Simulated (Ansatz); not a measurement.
# Ge: the cost of one run

Program: Ansatz 0.2.0. Level of theory: DFT LDA, scalar-relativistic, plane waves, PAW. These are calculated values, not measurements.

28 further runs of the same task are left out: 28 set aside as unsound or not needed. Runs told in other sessions of the task aren't counted.

## (1) The starting structure

The structure is trigonal, space group P-3m1 (No. 164). The conventional cell has a = 4.073 Å, b = 4.073 Å, c = 28.000 Å, α = 90.00°, β = 90.00°, γ = 120.00°. Ge (site symmetry 3m) is surrounded by 3 Ge at 2.40 Å.

As a file:

```cif
data_structure
_symmetry_space_group_name_H-M 'P-3m1'
_symmetry_Int_Tables_number 164
_cell_length_a 4.0729
_cell_length_b 4.0729
_cell_length_c 28.0000
_cell_angle_alpha 90.000
_cell_angle_beta 90.000
_cell_angle_gamma 120.000
_cell_volume 402.26
loop_
_atom_site_label
_atom_site_type_symbol
_atom_site_symmetry_multiplicity
_atom_site_Wyckoff_symbol
_atom_site_fract_x
_atom_site_fract_y
_atom_site_fract_z
_atom_site_occupancy
Ge1 Ge 2 d 0.33333 0.66667 0.50857 1
```

## (4) Setting up the map

Atoms count from 1 in the order of the input.

The lattice constant and the buckling of a sheet are varied, nothing relaxed.

First coordinate, lattice constant a of the sheet (both vectors scaled alike): 8 values from 3.704 to 4.149 Å. Second coordinate, buckling: height of Ge1 above Ge2: 8 values from 0.000 to 1.000 Å.

Nothing else is relaxed. Points are written as (first, second).

(The set-up runs are not shown.)

## (5) Grid point (3.831 Å, 0.286 Å)

The sheet is isolated along c: the input cuts the Coulomb interaction between periodic copies.

File input.yaml:

```yaml
crystal:
  lattice:
    - [3.831, 0.0, 0.0]
    - [-1.9155, 3.3177433219, 0.0]
    - [0.0, 0.0, 28.0]
  atoms:
    - { symbol: Ge, position: [0.3333333333, 0.6666666667, 0.5051071429] }
    - { symbol: Ge, position: [0.6666666667, 0.3333333333, 0.4948928571] }
  periodic: [true, true, false]
basis:
  ecutwfc: 420
kpoints:
  mp_grid: { grid: [12, 12, 1] }
hamiltonian:
  xc: lda
  pseudopotentials: { kind: paw, azcp: { folder: soft_1 } }
scf:
  occupations: { method: gaussian, width: 0.1 }
output:
  forces: true
  stress: true
  eigenvalues: true
```

Run with:

```bash
$ ansatz run input.yaml --threads 1 --pin off --max-ram 3072MiB --backend cpu --events-out ev --progress --plain --runs-dir out
```

**Question.** How long does this run take on 1 thread of Arm Neoverse V2, shared host, and how much memory does it need?

About 6.1 s, with a peak of 0.45 GiB.
